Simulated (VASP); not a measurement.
Crystal: SnO2.

```
Sn O
1.0
     4.77140    0.00000    0.00000
     0.00000    4.77140    0.00000
     0.00000    0.00000    3.21659
Sn O
2 4
Direct
  0.00000 0.00000 0.00000
  0.50000 0.50000 0.50000
  0.30626 0.30626 0.00000
  0.19374 0.80626 0.50000
  0.69374 0.69374 0.00000
  0.80626 0.19374 0.50000
```

Base run:

* Program: VASP 6.6.1
* Functional: HSE06
* Potentials or basis: VASP PAW PBE potentials, release 64 (Sn_d, O)
* Cutoff: 520 eV
* k mesh: 4 × 4 × 6
* Occupations: gaussian, width 0.03 eV
* Spin: no spin polarisation

Its results: band gap on the k mesh 2.73 eV, direct; pressure -2.8 GPa.

Problem. The run is repeated on the same cell with these changes: functional from HSE06 to PBEsol. What comes out?

Solution. Band gap on the k mesh 0.88 eV, direct; pressure 0.1 GPa.

HSE06 gives the wider gap, since exact exchange removes part of the self-interaction.

Caveats: the PAW data sets were made with another functional, which shifts forces and pressure a little; spin-orbit coupling is left out, which moves the levels of the heavy elements.
